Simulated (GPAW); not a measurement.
Crystal: Si2Ni.

```
Ni Si
1.0
     0.00000    2.70300    2.70300
     2.70300    0.00000    2.70300
     2.70300    2.70300    0.00000
Ni Si
1 2
Direct
  0.00000 0.00000 0.00000
  0.75000 0.75000 0.75000
  0.25000 0.25000 0.25000
```

```yaml
Program: GPAW 26.7.0
Task: relaxation of cell and atoms
Functional: PBEsol
Dispersion: D3(BJ)+ATM
Potentials_or_basis: PAW data sets generated in the run's folder for this functional
Cutoff: 600 eV
Basis: pw
k_mesh: 7 × 7 × 7
Occupations: fermi-dirac, width 0.05 eV
Spin: collinear spin, ferromagnetic start
Starting_moments: "[1.0, 0.0, 0.0] μB"
```

At the start: pressure -4.1 GPa; volume 13.17 Å³/atom.

Question: How do energy, volume and symmetry change on relaxing?

Answer: Over 3 steps the energy falls by 4.1 meV/atom and the volume is 12.84 Å³/atom (-2.5 %); space group Fm-3m (No. 225, to 0.05 Å); moment 0.00 μB per cell.

Step by step:
```csv
step,energy change (eV),largest force (eV/Å),pressure (GPa),volume (Å³)
1,0.0000,0.0000,-4.11,39.50
2,-0.0044,0.0000,-3.34,39.31
3,-0.0124,0.0000,0.12,38.52
```

Final structure:
```
Ni Si
1.0
     0.00000    2.68042    2.68042
     2.68042    0.00000    2.68042
     2.68042    2.68042    0.00000
Ni Si
1 2
Cartesian
  0.0000 0.0000 0.0000
  4.0206 4.0206 4.0206
  1.3402 1.3402 1.3402
```

Caveat: each step starts from the last one's moments, so a moment once lost doesn't come back; the stock nickel data set gives pressures a few GPa off other programs; later steps reuse the first step's grids; pairwise dispersion overbinds metals, which lowers pressure and volume.
